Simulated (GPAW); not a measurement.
The system is Al2Pt.

```
Pt Al
1.0
     0.00000    2.95500    2.95500
     2.95500    0.00000    2.95500
     2.95500    2.95500    0.00000
Pt Al
1 2
Cartesian
  0.0000 0.0000 0.0000
  4.4325 4.4325 4.4325
  1.4775 1.4775 1.4775
```

Base run:

* Program: GPAW 26.7.0
* Functional: PBEsol
* Potentials or basis: PAW data sets generated in the run's folder for this functional
* Cutoff: 600 eV
* Basis: pw
* k mesh: 8 × 8 × 8
* Occupations: fermi-dirac, width 0.05 eV
* Spin: no spin polarisation

Its results: pressure -0.5 GPa.

**Question.** The run is repeated on the same cell with these changes: functional from PBEsol to LDA; potentials or basis from PAW data sets generated in the run's folder for this functional to the program's PAW data sets (release 1.2.1) made for this functional. What comes out?

**Answer.** Pressure -3.6 GPa.
